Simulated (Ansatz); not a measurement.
# Relaxed lattice of TiCo₃ against the cutoff

Method: DFT r2SCAN, scalar-relativistic, plane waves, PAW in Ansatz 0.2.0. Each run relaxes cell and atoms to zero pressure from this start:

```xyz
4
Lattice="3.6140 0.0000 0.0000 0.0000 3.6140 0.0000 0.0000 0.0000 3.6140" Properties=species:S:1:pos:R:3 pbc="T T T"
Ti    0.0000    0.0000    0.0000
Co    0.0000    1.8070    1.8070
Co    1.8070    0.0000    1.8070
Co    1.8070    1.8070    0.0000
```

```json
{"Γ-centred k-mesh": "12×12×12", "occupation rule": "Gaussian smearing, 0.1 eV", "list of starting moments (μB, in atom order)": "-0.74 1.48 1.48 1.48", "check for lower electronic states after the SCF": "on"}
```

Lengths are those of the conventional cell, space group Pm-3m. The stress that the relaxation follows holds a correction for the finite cutoff (Pulay stress).

```json
{"cutoff (eV)": "250", "a (Å)": "3.723", "volume (Å³/atom)": "12.90", "gap on mesh (eV)": "metal"}
{"cutoff (eV)": "520", "a (Å)": "3.587", "volume (Å³/atom)": "11.54", "gap on mesh (eV)": "metal"}
{"cutoff (eV)": "650", "a (Å)": "3.587", "volume (Å³/atom)": "11.54", "gap on mesh (eV)": "metal"}
```

Problem. What does 350 give?

Solution. It gives:

```tsv
cutoff (eV)	a (Å)	volume (Å³/atom)	gap on mesh (eV)
350	3.585	11.52	metal
```

Cost: 4 runs of about 28 core-minutes in all, on Oxide Virtual Turin-like Processor (Zen 5) (shared hosts).